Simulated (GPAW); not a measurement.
Input of a GPAW 26.7.0 run:

File run.py:

```python
from ase.calculators.mixing import SumCalculator
from ase.filters import FrechetCellFilter
from ase.io import read, write
from ase.optimize import LBFGS
from dftd3.ase import DFTD3
from gpaw import GPAW, PW

atoms = read('POSCAR')

calc = GPAW(mode=PW(600),
            xc='PBE',
            kpts={'size': (8, 8, 8), 'gamma': True},
            occupations={'name': 'fermi-dirac', 'width': 0.05},
            nbands=11,
            convergence={'density': 1e-05, 'forces': 0.0001},
            maxiter=150,
            txt='gpaw.txt')
atoms.calc = SumCalculator([calc, DFTD3(method='pbe', damping='d3bj')])
opt = LBFGS(FrechetCellFilter(atoms), trajectory='relax.traj', logfile='-')
done = opt.run(fmax=0.05, steps=40)
calc.write('gs.gpw')
write('result.traj', atoms)
print('Converged:', done)
print('Cell:', atoms.cell.cellpar().round(4))
print('Volume:', round(atoms.get_volume(), 4))
print(atoms.get_scaled_positions().round(5))
```

Contents of POSCAR:

```
Si
1.0
    0.0000000000      2.7218511865      2.7218511865
    2.7218511865      0.0000000000      2.7218511865
    2.7218511865      2.7218511865      0.0000000000
Si
2
Direct
    0.5000000000      0.5000000000      0.5000000000
    0.7500000000      0.7500000000      0.7500000000
```

Potentials or basis: GPAW PAW data sets (gpaw-data 1.2.1), pw.

Launch:

```console
$ OMP_NUM_THREADS=1 python run.py
```

(1) Predict the relaxed cell.

(2) Predict the space group after relaxing (to 0.05 Å).

(3) Predict the dispersion energy per atom.

(4) What does it give for the relaxed volume?

## Answers

(1) a = 3.838 Å, b = 3.838 Å, c = 3.838 Å, α = 60.00°, β = 60.00°, γ = 60.00°.

(2) Fd-3m (No. 227).

(3) -0.315 eV.

(4) 19.98 Å³/atom.

Caveat: later steps reuse the first step's grids.
